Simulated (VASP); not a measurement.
# CdIn2S4 (Cadmoindite) (Fd-3m) in VASP: a series of runs, part 2 of 2

VASP 6.6.1.

### 3 Relaxation of cell and atoms, PBE

This run uses another cell than the first one, of 23.97 Å³/atom, 1.066 times its volume.

Contents of INCAR:

```
SYSTEM = CdIn2S4
PREC = Accurate ; ENCUT = 300
EDIFF = 1E-7 ; ISMEAR = 0
SIGMA = 0.03 ; LREAL = .False.
LASPH = .True. ; NELM = 80
ALGO = Normal ; ISIF = 3
LWAVE = .False. ; LCHARG = .False.
GGA = PE ; IBRION = 2
NSW = 90 ; EDIFFG = -0.005
```

Contents of KPOINTS:

```
Automatic mesh
0
Gamma
  3 3 3
  0 0 0
```

Contents of POSCAR:

```
CdIn2S4                                 
1.0
    0.0000000000      5.5153572788      5.5153572788
    5.5153572788      0.0000000000      5.5153572788
    5.5153572788      5.5153572788      0.0000000000
  Cd              In              S             
     2     4     8
Direct
     0.0000000000000000    0.0000000000000000    0.0000000000000000
     0.2500000000000000    0.2500000000000000    0.2500000000000000
     0.6250000000000000    0.6250000000000000    0.6250000000000000
     0.1250000000000000    0.6250000000000000    0.6250000000000000
     0.6250000000000000    0.6250000000000000    0.1250000000000000
     0.6250000000000000    0.1250000000000000    0.6250000000000000
     0.3844727552277175    0.3844727552277175    0.3844727552277175
     0.4034182656831454    0.8655272447722826    0.8655272447722826
     0.3844727552277175    0.3844727552277175    0.8465817343168547
     0.8655272447722826    0.4034182656831454    0.8655272447722826
     0.8465817343168547    0.3844727552277175    0.3844727552277175
     0.8655272447722826    0.8655272447722826    0.8655272447722826
     0.3844727552277175    0.8465817343168547    0.3844727552277175
     0.8655272447722826    0.8655272447722826    0.4034182656831454
```

Potentials or basis: VASP PAW PBE potentials, release 64 (Cd, In, S).

Command:

```console
$ cat potpaw_PBE.64/Cd/POTCAR potpaw_PBE.64/In/POTCAR potpaw_PBE.64/S/POTCAR > POTCAR
$ mpirun -np 4 vasp_std > vasp.out
```

OUTCAR:

```text
SYSTEM = CdIn2S4
   PREC = Accurate
   ENCUT = 300
   EDIFF = 1E-7
   ISMEAR = 0
   LREAL = .False.
   LASPH = .True.
   NELM = 80
   ISIF = 3
   GGA = PE
   IBRION = 2
   NSW = 90
   EDIFFG = -0.005

 ion  position               nearest neighbor table
   1  0.000  0.000  0.000-   8 2.57  10 2.57  14 2.57  12 2.57
   2  0.250  0.250  0.250-   9 2.57  11 2.57  13 2.57   7 2.57
   3  0.625  0.625  0.625-   9 2.66  14 2.66  10 2.66  11 2.66  13 2.66   8 2.66   4 3.90   5 3.90
                             6 3.90   5 3.90   6 3.90   4 3.90
   4  0.125  0.625  0.625-   7 2.66  12 2.66  10 2.66   9 2.66  13 2.66  14 2.66   3 3.90   5 3.90
                             6 3.90   3 3.90   5 3.90   6 3.90
   5  0.625  0.625  0.125-   7 2.66  12 2.66  10 2.66  11 2.66   8 2.66  13 2.66   3 3.90   3 3.90
                             4 3.90   6 3.90   6 3.90   4 3.90
   6  0.625  0.125  0.625-   7 2.66  12 2.66   9 2.66  11 2.66   8 2.66  14 2.66   3 3.90   5 3.90
                             3 3.90   4 3.90   5 3.90   4 3.90
   7  0.384  0.384  0.384-   2 2.57   4 2.66   5 2.66   6 2.66
   8  0.403  0.866  0.866-   1 2.57   3 2.66   5 2.66   6 2.66
   9  0.384  0.384  0.847-   2 2.57   3 2.66   4 2.66   6 2.66
  10  0.866  0.403  0.866-   1 2.57   3 2.66   4 2.66   5 2.66
  11  0.847  0.384  0.384-   2 2.57   3 2.66   5 2.66   6 2.66
  12  0.866  0.866  0.866-   1 2.57   4 2.66   5 2.66   6 2.66
  13  0.384  0.847  0.384-   2 2.57   3 2.66   4 2.66   5 2.66
  14  0.866  0.866  0.403-   1 2.57   3 2.66   4 2.66   6 2.66

  LATTYP: Found a face centered cubic cell.
 ALAT       =    11.0307145576

  Lattice vectors:
[... 182 lines left out ...]
  ext. energy  EPLUGINS =         0.00000000
  ---------------------------------------------------
  free energy    TOTEN  =       -53.10922668 eV

  energy without entropy =      -53.10922668  energy(sigma->0) =      -53.10922668

------------------------ aborting loop because EDIFF is reached ----------------------------------------

  FORCE on cell =-STRESS in cart. coord.  units (eV):
  Direction    XX          YY          ZZ          XY          YZ          ZX
  --------------------------------------------------------------------------------------
  -------------------------------------------------------------------------------------
  Total        0.2007391      0.2007391      0.2007391      0.0000000      0.0000000      0.0000000
  in kB        0.9584987      0.9584987      0.9584987      0.0000000      0.0000000      0.0000000
  external PRESSURE =       0.9584987 kB  Pullay stress =       0.0000000 kB
[... 179 lines left out ...]
--------------------------------------- Ionic step        5  -------------------------------------------

 number of electron      84.0000033 magnetization

 Free energy of the ion-electron system (eV)
  ---------------------------------------------------
  ext. energy  EPLUGINS =         0.00000000
  ---------------------------------------------------
  free energy    TOTEN  =       -53.10938314 eV

  energy without entropy =      -53.10938314  energy(sigma->0) =      -53.10938314

 E-fermi :   2.6189     XC(G=0):  -9.2056

 val. band max:        2.4521755568   @ k =  -0.3333   0.3333   0.0000
 cond. band min:       3.4797372168   @ k =   0.0000   0.0000   0.0000
 fundamental gap:      1.0275616600
 Fermi energy:         2.6189458401

 k-point     1 :       0.0000    0.0000    0.0000
  band No.  band energies     occupation
      1     -10.1163      2.00000
      2      -9.1289      2.00000
      3      -8.9404      2.00000
      4      -8.9404      2.00000
      5      -8.9404      2.00000
      6      -8.5521      2.00000
[... 250 lines left out ...]
  FREE ENERGIE OF THE ION-ELECTRON SYSTEM (eV)
  ---------------------------------------------------
  free  energy   TOTEN  =       -53.1093831408 eV

  energy  without entropy=      -53.1093831408  energy(sigma->0) =      -53.10938314

 reached required accuracy - stopping structural energy minimisation
```

OSZICAR:

```text
N       E                     dE             d eps       ncg     rms          rms(c)
DAV:   1     0.392196733201E+03    0.39220E+03   -0.26287E+04   416   0.889E+02
DAV:   2    -0.239370310401E+02   -0.41613E+03   -0.40747E+03   500   0.227E+02
DAV:   3    -0.562983214059E+02   -0.32361E+02   -0.32119E+02   496   0.647E+01
[... 47 lines left out ...]
DAV:   1    -0.531093761581E+02   -0.13773E-04   -0.15153E-03   432   0.125E-01    0.274E-02
DAV:   2    -0.531093837476E+02   -0.75895E-05   -0.85897E-05   472   0.322E-02    0.105E-02
DAV:   3    -0.531093833629E+02    0.38469E-06   -0.14823E-06   480   0.565E-03    0.783E-03
DAV:   4    -0.531093832264E+02    0.13648E-06   -0.13966E-06   452   0.423E-03    0.286E-03
DAV:   5    -0.531093831408E+02    0.85645E-07   -0.35100E-07   400   0.210E-03
   5 F= -.53109383E+02 E0= -.53109383E+02  d E =-.208160E-04
```

CONTCAR:

```text
CdIn2S4
   1.00000000000000
     0.0000000000000000    5.5180619070581258    5.5180619070581258
     5.5180619070581258    0.0000000000000000    5.5180619070581258
     5.5180619070581258    5.5180619070581258    0.0000000000000000
  Cd              In              S
     2     4     8
Direct
[... 18 lines left out ...]
  0.00000000E+00  0.00000000E+00  0.00000000E+00
  0.00000000E+00  0.00000000E+00  0.00000000E+00
  0.00000000E+00  0.00000000E+00  0.00000000E+00
  0.00000000E+00  0.00000000E+00  0.00000000E+00
  0.00000000E+00  0.00000000E+00  0.00000000E+00
  0.00000000E+00  0.00000000E+00  0.00000000E+00
  0.00000000E+00  0.00000000E+00  0.00000000E+00
  0.00000000E+00  0.00000000E+00  0.00000000E+00
  0.00000000E+00  0.00000000E+00  0.00000000E+00
  0.00000000E+00  0.00000000E+00  0.00000000E+00
  0.00000000E+00  0.00000000E+00  0.00000000E+00
```

Wall time 63 s (4 MPI ranks of Intel Xeon Platinum 8488C (Sapphire Rapids), shared host); peak memory 0.17 GiB.

The run converged, but some of its settings lie outside the range that counts as converged, so its numbers aren't taken as properties of the crystal.

Results:

| Property | Result |
| --- | --- |
| Free energy | -53.1094 eV |
| Relaxed volume | 24.00 Å³/atom |
| Relaxed cell | a = 7.804 Å, b = 7.804 Å, c = 7.804 Å, α = 60.00°, β = 60.00°, γ = 60.00° |
| Space group after relaxing (to 0.05 Å) | Fd-3m (No. 227) |
| Energy gained by relaxing | 0.0 meV/atom |
| Ionic steps | 5 |
| Largest force after relaxing | 0.003 eV/Å |
| Band gap on the k mesh | 1.03 eV, indirect (least direct gap 1.13 eV) |

Caveat: the cutoff is under 1.25 times the usual one of these potentials, so pressure, stress and relaxed cells hold a basis-set (Pulay) error; spin-orbit coupling is left out, which moves the levels of the heavy elements; an odd mesh through Γ misses points on the zone boundary, where band edges often lie.
